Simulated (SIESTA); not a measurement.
Input of a SIESTA 5.4.2 run:

The input MoP.fdf:

```
SystemName                      MoP
SystemLabel                     MoP
NumberOfSpecies                 2
NumberOfAtoms                   2
%block ChemicalSpeciesLabel
  1  42 Mo
  2  15 P
%endblock ChemicalSpeciesLabel

LatticeConstant                 1.0 Ang
%block LatticeVectors
     3.2230000000     0.0000000000     0.0000000000
    -1.6115000000     2.7911998764     0.0000000000
     0.0000000000     0.0000000000     3.1910000000
%endblock LatticeVectors
AtomicCoordinatesFormat         Fractional
%block AtomicCoordinatesAndAtomicSpecies
     0.0000000000     0.0000000000     0.0000000000  1  Mo
     0.3333333333     0.6666666667     0.5000000000  2  P
%endblock AtomicCoordinatesAndAtomicSpecies

%block kgrid.MonkhorstPack
   10   0   0  0.0
    0  10   0  0.0
    0   0   8  0.0
%endblock kgrid.MonkhorstPack
XC.Functional                   GGA
XC.Authors                      PBE
PAO.BasisSize                   TZP
PAO.EnergyShift                 0.003 Ry
Mesh.Cutoff                     800 Ry
OccupationFunction              FD
ElectronicTemperature           0.05 eV
MaxSCFIterations                120
SCF.MustConverge                false
SCF.Mixer.Method                Pulay
SCF.Mixer.Weight                0.25
SCF.Mixer.History               8
SCF.DM.Tolerance                5.0e-05
SCF.H.Tolerance                 1.0e-03 eV
WriteForces                     true
Charge.Mulliken                 end
BandLinesScale                  ReciprocalLatticeVectors
%block BandLines
    1    0.000000   0.000000   0.000000  \Gamma
   10    0.500000   0.000000   0.000000  M
    6    0.333333   0.333333   0.000000  K
   11    0.000000   0.000000   0.000000  \Gamma
    9    0.000000   0.000000   0.500000  A
   10    0.500000   0.000000   0.500000  L
    6    0.333333   0.333333   0.500000  H
   11    0.000000   0.000000   0.500000  A
    1    0.500000   0.000000   0.500000  L
    9    0.500000   0.000000   0.000000  M
    1    0.333333   0.333333   0.000000  K
    9    0.333333   0.333333   0.500000  H
%endblock BandLines
%block PAO.Basis
  Mo 5
  n=4 0 2
    3.234 0.000
  n=5 0 3
    8.986 0.000 0.000
  n=4 1 2
    3.729 0.000
  n=5 1 1
    8.986
  n=4 2 3
    6.762 0.000 0.000
%endblock PAO.Basis
```

Potentials or basis: PseudoDojo 0.4 standard (PBE files), TZP (energy shift 0.003 Ry; two zetas on semicore shells).

Command:

```bash
$ siesta MoP.fdf > MoP.out 2>&1
```

Problem. Predict the band gap on the k mesh.

Solution. None (metal or under the smearing width).

Problem. Predict the pressure.

Solution. 4.5 GPa.

Levels at the corners of the path, in eV from the Fermi level:
| point | band 7 | band 8 | band 9 | band 10 | band 11 | band 12 |
| --- | --- | --- | --- | --- | --- | --- |
| Γ | -3.29 | -3.29 | -0.62 | 0.27 | 0.27 | 4.25 |
| M | -3.96 | -3.74 | -1.20 | -0.46 | 1.77 | 2.36 |
| K | -5.24 | -3.77 | -1.54 | -0.03 | 0.75 | 0.90 |
| Γ | -3.29 | -3.29 | -0.62 | 0.27 | 0.27 | 4.25 |
| A | -2.73 | -2.73 | -1.67 | -1.67 | 1.31 | 3.12 |
| L | -5.29 | -4.44 | -1.02 | 1.44 | 1.81 | 3.69 |
| H | -5.72 | -3.27 | -1.27 | 1.54 | 3.33 | 4.23 |
| A | -2.73 | -2.73 | -1.67 | -1.67 | 1.31 | 3.12 |
| L | -5.29 | -4.44 | -1.02 | 1.44 | 1.81 | 3.69 |
| M | -3.96 | -3.74 | -1.20 | -0.46 | 1.77 | 2.36 |
| K | -5.24 | -3.77 | -1.54 | -0.03 | 0.75 | 0.90 |
| H | -5.72 | -3.27 | -1.27 | 1.54 | 3.33 | 4.23 |

Caveat: the basis of atomic orbitals isn't converged, which shifts pressures, moduli and gaps.
